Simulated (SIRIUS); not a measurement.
# MoS2 (P-3m1) in SIRIUS: convergence with empty bands

Aim: find how far empty bands must go before the results for MoS2 settle, at LDA. This setting moves, with any that are tied to it; all else stays.

Everything below comes from runs of SIRIUS 7.10.0. Logs are shortened: lines on timing, memory, paths and dates and some standing lists are left out, and cuts for length are marked. The log counts tension as positive stress, the text compression.

## Step 1: The crystal as given

The structure is trigonal, space group P-3m1 (No. 164). The conventional cell has a = 3.227 Å, b = 3.227 Å, c = 6.312 Å, α = 90.00°, β = 90.00°, γ = 120.00°. Mo (site symmetry -3m) is surrounded by 6 S at 2.42 Å. Around S (site symmetry 3m) lie 3 Mo at 2.42 Å.

Measurements of this composition are mostly on another form, of space group No. 194.

## Step 2: With empty bands 1

The input, sirius.json:

```json
{
  "control": {
    "processing_unit": "cpu",
    "verbosity": 2,
    "num_bands_to_print": 14,
    "print_forces": true,
    "print_stress": true
  },
  "parameters": {
    "electronic_structure_method": "pseudopotential",
    "xc_functionals": ["XC_LDA_X", "XC_LDA_C_PW"],
    "gk_cutoff": 6.4,
    "pw_cutoff": 20.0,
    "ngridk": [9, 9, 4],
    "shiftk": [0, 0, 0],
    "smearing": "methfessel_paxton",
    "smearing_width": 0.0018374661,
    "num_bands": 14,
    "num_mag_dims": 0,
    "num_dft_iter": 100,
    "energy_tol": 1e-08,
    "density_tol": 1e-06
  },
  "iterative_solver": {
    "type": "davidson",
    "min_tolerance": 1e-10
  },
  "mixer": {
    "type": "anderson",
    "beta": 0.7,
    "max_history": 8
  },
  "settings": {
    "tol_ne": 1e-10
  },
  "unit_cell": {
    "lattice_vectors": [
      [6.099024098359, 0.0, 0.0],
      [-3.04951204918, 5.28190980736, 0.0],
      [0.0, 0.0, 11.92884593278]
    ],
    "atom_coordinate_units": "lattice",
    "atom_types": ["Mo", "S"],
    "atom_files": {
      "S": "S.json",
      "Mo": "Mo.json"
    },
    "atoms": {
      "Mo": [
        [0.0, 0.0, 0.5]
      ],
      "S": [
        [0.6666666667, 0.3333333333, 0.74468068],
        [0.3333333333, 0.6666666667, 0.25531932]
      ]
    }
  }
}
```

Potentials or basis: GBRV 1.5 LDA (ultrasoft).

Launch:

```bash
> upf_to_json s_lda_v1.4.uspp.F.UPF
> upf_to_json mo_lda_v1.uspp.F.UPF
> OMP_NUM_THREADS=1 sirius.scf --input=sirius.json --output=out.json --task=0
```

Run time: 75 s. Hardware: 1 thread of Arm Neoverse V2, shared host; peak memory 0.53 GiB.

What came out:

```yaml
Pressure: -6.3 GPa
Largest_force: 0.146 eV/Å
Band_gap_on_the_k_mesh: none (metal or under the smearing width)
```

## Step 3: With empty bands 2

sirius.json: that of step 2 with these lines changed.

```diff
@@ -4,3 +4,3 @@
     "verbosity": 2,
-    "num_bands_to_print": 14,
+    "num_bands_to_print": 15,
     "print_forces": true,
@@ -17,3 +17,3 @@
     "smearing_width": 0.0018374661,
-    "num_bands": 14,
+    "num_bands": 15,
     "num_mag_dims": 0,
@@ -37,6 +37,7 @@
     "lattice_vectors": [
-      [6.099024098359, 0.0, 0.0],
-      [-3.04951204918, 5.28190980736, 0.0],
-      [0.0, 0.0, 11.92884593278]
+      [1.0, 0.0, 0.0],
+      [-0.5, 0.866025403766, 0.0],
+      [0.0, 0.0, 1.95586141986]
     ],
+    "lattice_vectors_scale": 6.0990240984,
     "atom_coordinate_units": "lattice",
```

Potentials or basis: GBRV 1.5 LDA (ultrasoft).

Launch:

```bash
> upf_to_json s_lda_v1.4.uspp.F.UPF
> upf_to_json mo_lda_v1.uspp.F.UPF
> OMP_NUM_THREADS=1 sirius.scf --input=sirius.json --output=out.json --task=0
```

Wall time 47 s (1 thread of Arm Neoverse V2, shared host); peak memory 0.53 GiB.

Results (log left out):

```yaml
Pressure: -6.2 GPa
Largest_force: 0.160 eV/Å
Band_gap_on_the_k_mesh: none (metal or under the smearing width)
```

## Step 4: With empty bands 3

sirius.json: that of step 3 with these lines changed.

```diff
@@ -4,3 +4,3 @@
     "verbosity": 2,
-    "num_bands_to_print": 15,
+    "num_bands_to_print": 16,
     "print_forces": true,
@@ -17,3 +17,3 @@
     "smearing_width": 0.0018374661,
-    "num_bands": 15,
+    "num_bands": 16,
     "num_mag_dims": 0,
@@ -37,7 +37,6 @@
     "lattice_vectors": [
-      [1.0, 0.0, 0.0],
-      [-0.5, 0.866025403766, 0.0],
-      [0.0, 0.0, 1.95586141986]
+      [6.099024098359, 0.0, 0.0],
+      [-3.04951204918, 5.28190980736, 0.0],
+      [0.0, 0.0, 11.92884593278]
     ],
-    "lattice_vectors_scale": 6.0990240984,
     "atom_coordinate_units": "lattice",
```

Launch:

```bash
> upf_to_json s_lda_v1.4.uspp.F.UPF
> upf_to_json mo_lda_v1.uspp.F.UPF
> OMP_NUM_THREADS=1 sirius.scf --input=sirius.json --output=out.json --task=0
```

Wall time 47 s (1 thread of Arm Neoverse V2, shared host); peak memory 0.53 GiB.

It converged, with:

- Pressure: -6.2 GPa
- Largest force: 0.158 eV/Å
- Band gap on the k mesh: none (metal or under the smearing width)

## Step 5: With empty bands 4

sirius.json: that of step 4 with these lines changed.

```diff
@@ -4,3 +4,3 @@
     "verbosity": 2,
-    "num_bands_to_print": 16,
+    "num_bands_to_print": 17,
     "print_forces": true,
@@ -17,3 +17,3 @@
     "smearing_width": 0.0018374661,
-    "num_bands": 16,
+    "num_bands": 17,
     "num_mag_dims": 0,
@@ -37,6 +37,7 @@
     "lattice_vectors": [
-      [6.099024098359, 0.0, 0.0],
-      [-3.04951204918, 5.28190980736, 0.0],
-      [0.0, 0.0, 11.92884593278]
+      [1.0, 0.0, 0.0],
+      [-0.5, 0.866025403766, 0.0],
+      [0.0, 0.0, 1.95586141986]
     ],
+    "lattice_vectors_scale": 6.0990240984,
     "atom_coordinate_units": "lattice",
```

Launch:

```bash
> upf_to_json s_lda_v1.4.uspp.F.UPF
> upf_to_json mo_lda_v1.uspp.F.UPF
> OMP_NUM_THREADS=1 sirius.scf --input=sirius.json --output=out.json --task=0
```

Wall time 52 s (1 thread of Arm Neoverse V2, shared host); peak memory 0.53 GiB.

It converged, with:

```
Pressure               : -6.2 GPa
Largest force          : 0.157 eV/Å
Band gap on the k mesh : none (metal or under the smearing width)
```

## Step 6: With empty bands 6

sirius.json: that of step 5 with these lines changed.

```diff
@@ -4,3 +4,3 @@
     "verbosity": 2,
-    "num_bands_to_print": 17,
+    "num_bands_to_print": 19,
     "print_forces": true,
@@ -17,3 +17,3 @@
     "smearing_width": 0.0018374661,
-    "num_bands": 17,
+    "num_bands": 19,
     "num_mag_dims": 0,
```

Potentials or basis: GBRV 1.5 LDA (ultrasoft).

Launch:

```bash
> upf_to_json s_lda_v1.4.uspp.F.UPF
> upf_to_json mo_lda_v1.uspp.F.UPF
> OMP_NUM_THREADS=1 sirius.scf --input=sirius.json --output=out.json --task=0
```

Wall time 58 s (1 thread of Arm Neoverse V2, shared host); peak memory 0.54 GiB.

The run converged. Its results:

| Item | Value |
| --- | --- |
| Pressure | -6.2 GPa |
| Largest force | 0.157 eV/Å |
| Band gap on the k mesh | none (metal or under the smearing width) |

## Step 7: With empty bands 10

sirius.json: that of step 6 with these lines changed.

```diff
@@ -4,3 +4,3 @@
     "verbosity": 2,
-    "num_bands_to_print": 19,
+    "num_bands_to_print": 23,
     "print_forces": true,
@@ -17,3 +17,3 @@
     "smearing_width": 0.0018374661,
-    "num_bands": 19,
+    "num_bands": 23,
     "num_mag_dims": 0,
@@ -37,7 +37,6 @@
     "lattice_vectors": [
-      [1.0, 0.0, 0.0],
-      [-0.5, 0.866025403766, 0.0],
-      [0.0, 0.0, 1.95586141986]
+      [6.099024098359, 0.0, 0.0],
+      [-3.04951204918, 5.28190980736, 0.0],
+      [0.0, 0.0, 11.92884593278]
     ],
-    "lattice_vectors_scale": 6.0990240984,
     "atom_coordinate_units": "lattice",
```

Launch:

```bash
> upf_to_json s_lda_v1.4.uspp.F.UPF
> upf_to_json mo_lda_v1.uspp.F.UPF
> OMP_NUM_THREADS=1 sirius.scf --input=sirius.json --output=out.json --task=0
```

Run time: 68 s. Hardware: 1 thread of Arm Neoverse V2, shared host; peak memory 0.54 GiB.

It converged, with:

| Property | Result |
| --- | --- |
| Pressure | -6.2 GPa |
| Largest force | 0.158 eV/Å |
| Band gap on the k mesh | none (metal or under the smearing width) |

## Step 8: With empty bands 16

sirius.json: that of step 7 with these lines changed.

```diff
@@ -4,3 +4,3 @@
     "verbosity": 2,
-    "num_bands_to_print": 23,
+    "num_bands_to_print": 29,
     "print_forces": true,
@@ -17,3 +17,3 @@
     "smearing_width": 0.0018374661,
-    "num_bands": 23,
+    "num_bands": 29,
     "num_mag_dims": 0,
@@ -37,6 +37,7 @@
     "lattice_vectors": [
-      [6.099024098359, 0.0, 0.0],
-      [-3.04951204918, 5.28190980736, 0.0],
-      [0.0, 0.0, 11.92884593278]
+      [1.0, 0.0, 0.0],
+      [-0.5, 0.866025403766, 0.0],
+      [0.0, 0.0, 1.95586141986]
     ],
+    "lattice_vectors_scale": 6.0990240984,
     "atom_coordinate_units": "lattice",
```

Potentials or basis: GBRV 1.5 LDA (ultrasoft).

Launch:

```bash
> upf_to_json s_lda_v1.4.uspp.F.UPF
> upf_to_json mo_lda_v1.uspp.F.UPF
> OMP_NUM_THREADS=1 sirius.scf --input=sirius.json --output=out.json --task=0
```

What it wrote:

```text
[info] SIRIUS version : 7.10.0
[info] number of MPI ranks           : 1
[info] MPI grid                      : 1 1
[info] maximum number of OMP threads : 1
[fft] FFT context for density and potential
[fft] =====================================
[fft]   comm size                             : 1
[fft]   plane wave cutoff                     : 20
[fft]   grid size                             : 45 45 80   total : 162000
[fft]   grid limits                           : -22 22   -22 22   -39 40
[fft]   number of G-vectors within the cutoff : 26015
[fft]   local number of G-vectors             : 26015
[fft]   number of G-shells                    : 2628
[fft] FFT context for coarse grid
[fft] =====================================
[fft]   comm size                             : 1
[fft]   plane wave cutoff                     : 12.8
[fft]   grid size                             : 27 27 54   total : 39366
[fft]   grid limits                           : -13 13   -13 13   -26 27
[fft]   number of G-vectors within the cutoff : 6817
[fft]   local number of G-vectors             : 6817
[fft]   number of G-shells                    : 763
[unit cell] lattice vectors
[unit cell]   a1 :       6.0990240984      0.0000000000      0.0000000000
[unit cell]   a2 :      -3.0495120492      5.2819098074      0.0000000000
[unit cell]   a3 :       0.0000000000      0.0000000000     11.9288459329
[unit cell] reciprocal lattice vectors
[unit cell]   b1 :       1.0301951928      0.5947834719     -0.0000000000
[unit cell]   b2 :       0.0000000000      1.1895669438      0.0000000000
[unit cell]   b3 :       0.0000000000     -0.0000000000      0.5267219765
[unit cell] unit cell volume :       384.28175006 [a.u.^3]
[unit cell] 1/sqrt(omega)    :         0.05101233
[unit cell] MT volume        :         0.00000000 ( 0.00%)
[unit cell] IT volume        :       384.28175006 (100.00%)
[unit cell] number of atom types : 2
[unit cell] type id : 0 symbol : Mo mt_radius : 202.994229 num_atoms : 1
[unit cell] type id : 1 symbol :  S mt_radius : 205.904198 num_atoms : 2
[unit cell] total number of atoms : 3
[unit cell] number of symmetry classes : 2
[unit cell] number of PAW atoms : 0
[unit cell] atom id  type id  class id             position                      vector_field
[unit cell] ------------------------------------------------------------------------------------------
[unit cell]      0        0        0      0.00000   0.00000   0.50000      0.00000   0.00000   0.00000
[unit cell]      1        1        1      0.66667   0.33333   0.74468      0.00000   0.00000   0.00000
[unit cell]      2        1        1      0.33333   0.66667   0.25532      0.00000   0.00000   0.00000
[unit cell] atom id         position (Cartesian, a.u.)
[unit cell] ---------------------------------------------
[unit cell]      0       0.000000    0.000000    5.964423
[... 402 lines left out ...]
[find] Total energy                   :     -93.91872207 (Ha),    -187.83744414 (Ry)
[find] Free energy (E-TS)             :     -93.93158321 (Ha),    -187.86316642 (Ry)
[find] band gap (eV)                  :       0.00000000
[find] Efermi                         :       0.36472828
[find] iteration : 19, RMS : 1.248066373693e-07, energy difference : -5.170619488126e-10
[find] Hartree energy of density residual : 4.258349257769e-12
[find] bands are converged : false
[find] iterative solver converged : true
[find] converged after 20 SCF iterations!
[find] Charges and magnetic moments
[find] --------------------------------------------------------------------------------
[find] total charge          : 26.000000
[find] Energy
[find] --------------------------------------------------------------------------------
[find] valence_eval_sum               :      -6.72297721
[find] <rho|V^{XC}>                   :     -16.78996053
[find] <rho|E^{XC}>                   :     -18.01641854
[find] <mag|B^{XC}>                   :       0.00000000
[find] <rho|V^{H}>                    :      57.77449731
[find] one-electron contribution      :     -47.70751399 (Ha),     -95.41502798 (Ry)
[find] hartree contribution           :      28.88724865
[find] xc contribution                :     -18.01641854
[find] ewald contribution             :     -57.08203866
[find] PAW contribution               :       0.00000000
[find] smearing (-TS)                 :      -0.01286114
[find] SCF correction                 :       0.00000047
[find] Total energy                   :     -93.91872207 (Ha),    -187.83744414 (Ry)
[find] Free energy (E-TS)             :     -93.93158321 (Ha),    -187.86316642 (Ry)
[find] band gap (eV)                  :       0.00000000
[find] Efermi                         :       0.36472828
[ground_state] === stress tensor components [kbar] ===
[ground_state] === stress_kin ===
[ground_state] -11229.517649    0.000000    0.000000
[ground_state]     0.000000-11229.517649   -0.000000
[ground_state]     0.000000   -0.000000-11495.954491
[ground_state] === stress_har ===
[ground_state] -15678.072184    0.000000    0.000000
[ground_state]     0.000000-15678.072185   -0.000000
[ground_state]     0.000000   -0.000000 9239.765273
[ground_state] === stress_ewald ===
[ground_state]  4262.437946   -0.000000    0.000000
[ground_state]    -0.000000 4262.437946    0.000000
[ground_state]     0.000000    0.00000035177.728734
[ground_state] === stress_vloc ===
[ground_state] 30970.972920   -0.000000    0.000000
[ground_state]    -0.00000030970.972921    0.000000
[ground_state]     0.000000    0.000000-24547.776991
[ground_state] === stress_xc ===
[ground_state]  -938.989053    0.000000    0.000000
[ground_state]     0.000000 -938.989053    0.000000
[ground_state]     0.000000    0.000000 -938.989053
[ground_state] === stress_core ===
[ground_state]  4516.821306   -0.000000   -0.000000
[ground_state]    -0.000000 4516.821306    0.000000
[ground_state]    -0.000000    0.000000 4522.153762
[ground_state] === stress_nonloc ===
[ground_state] -8575.896971    0.000000    0.000000
[ground_state]     0.000000-8575.896971    0.000000
[ground_state]     0.000000    0.000000-8622.551854
[ground_state] === stress_us ===
[ground_state] -3254.189287    0.000000    0.000000
[ground_state]     0.000000-3254.189287    0.000000
[ground_state]     0.000000    0.000000-3294.909054
[ground_state] === stress_us_nl ===
[ground_state] -11830.086258    0.000000    0.000000
[ground_state]     0.000000-11830.086258    0.000000
[ground_state]     0.000000    0.000000-11917.460909
[ground_state] === stress_total ===
[ground_state]    73.567028   -0.000000    0.000000
[ground_state]    -0.000000   73.567028   -0.000000
[ground_state]     0.000000   -0.000000   39.466325
[ground_state] ==== total Forces in Ha/bohr =====
[ground_state] atom:    0, force:       0.0000000      0.0000000      0.0000000
[ground_state] atom:    1, force:      -0.0000000     -0.0000000     -0.0030447
[ground_state] atom:    2, force:       0.0000000      0.0000000      0.0030447
[ground_state] ==== ultrasoft contribution from Qij =====
[ground_state] atom:    0, force:       0.0000000      0.0000000      0.0000000
[ground_state] atom:    1, force:       0.0000000      0.0000000      0.0404370
[ground_state] atom:    2, force:      -0.0000000      0.0000000     -0.0404370
[ground_state] ==== non-local contribution from Beta-projector =====
[ground_state] atom:    0, force:       0.0000000      0.0000000      0.0000000
[ground_state] atom:    1, force:       0.0000000      0.0000000     -0.1630460
[ground_state] atom:    2, force:       0.0000000      0.0000000      0.1630460
[ground_state] ==== contribution from local potential =====
[ground_state] atom:    0, force:       0.0000000      0.0000000      0.0000000
[ground_state] atom:    1, force:      -0.0000000     -0.0000000     -7.0548924
[ground_state] atom:    2, force:       0.0000000      0.0000000      7.0548924
[ground_state] ==== contribution from core density =====
[ground_state] atom:    0, force:       0.0000000      0.0000000      0.0000000
[ground_state] atom:    1, force:      -0.0000000     -0.0000000      0.0033924
[ground_state] atom:    2, force:       0.0000000     -0.0000000     -0.0033924
[ground_state] ==== Ewald forces from ions =====
[ground_state] atom:    0, force:       0.0000000      0.0000000      0.0000000
[ground_state] atom:    1, force:       0.0000000      0.0000000      7.1710642
[ground_state] atom:    2, force:      -0.0000000      0.0000000     -7.1710642
[~DFT_ground_state] local op. applied: 58384
[~DFT_ground_state] evp. work count: 8444.98
[~DFT_ground_state] number of iterative solver steps: 2881
```

Run time: 86 s. Hardware: 1 thread of Arm Neoverse V2, shared host; peak memory 0.55 GiB.

Results:

```
Pressure               : -6.2 GPa
Largest force          : 0.157 eV/Å
Band gap on the k mesh : none (metal or under the smearing width)
```

## Step 9: Result

```
empty bands  largest force (eV/Å)  SCF cycles  CPU time (s)  peak memory (GiB)
          1                 0.146          34            75               0.53
          2                 0.160          22            47               0.53
          3                 0.158          21            47               0.53
          4                 0.157          22            52               0.53
          6                 0.157          23            58               0.54
         10                 0.158          21            68               0.54
         16                 0.157          20            86               0.55
```

Against the tightest run, the largest force stays within 0.005 eV/Å from 2 on. The tightest run that finished is the yardstick and may itself not be fully converged.
